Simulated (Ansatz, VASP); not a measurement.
**One calculation of K, two programs**

Contents of INCAR:

```
  PREC = Accurate
  ENCUT = 520
  EDIFF = 1E-6
  ISMEAR = 0
  SIGMA = 0.1
  LREAL = False
  LASPH = True
  NELM = 80
  ALGO = Fast
  ISIF = 2
  LWAVE = False
  LCHARG = False
  GGA = PS
  NBANDS = 10
```

The input KPOINTS:

```
regular mesh
0
Gamma
  10 10 10
```

Contents of POSCAR:

```
K
1.0
    4.3591905606      0.0000000000      0.0000000000
    0.0000000000      4.3591905606      0.0000000000
    0.0000000000      0.0000000000      4.3591905606
K
1
Direct
    0.0000000000      0.0000000000      0.0000000000
```

Input for Ansatz:

```yaml
crystal:
  lattice:
    - [4.3591905606, 0.0, 0.0]
    - [0.0, 4.3591905606, 0.0]
    - [0.0, 0.0, 4.3591905606]
  atoms:
    - { symbol: K, position: [0.0, 0.0, 0.0] }
basis:
  ecutwfc: 420
kpoints:
  mp_grid: { grid: [10, 10, 10] }
hamiltonian:
  xc: pbesol
scf:
  occupations: { method: gaussian, width: 0.1 }
output:
  forces: true
  stress: true
  eigenvalues: true
  populations: true
```

Alike in both runs: task single point; functional PBEsol; k mesh 10 × 10 × 10; occupations gaussian, width 0.1 eV; no spin polarisation.

|  | VASP | Ansatz |
| --- | --- | --- |
| version | VASP 6.6.1 | Ansatz 0.2.0 |
| potentials or method | VASP PAW PBE potentials, release 64 (K_sv) | scalar-relativistic, plane waves, PAW |
| plane-wave cutoff (eV) | 520 | 420 |
| valence electrons in the cell | 9 | 9 |

```tsv
	VASP	Ansatz	Ansatz less VASP
gap on the k mesh at the Fermi level (eV)	none	none	-
pressure (GPa)	-0.2	-0.2	+0.01
```

A gap of «none» marks a metal or a gap that the smearing closes. The functional is the same, so the differences come from potentials, cutoffs and numerics.

Caveats: the PAW data sets were made with another functional, which shifts forces and pressure a little (VASP).
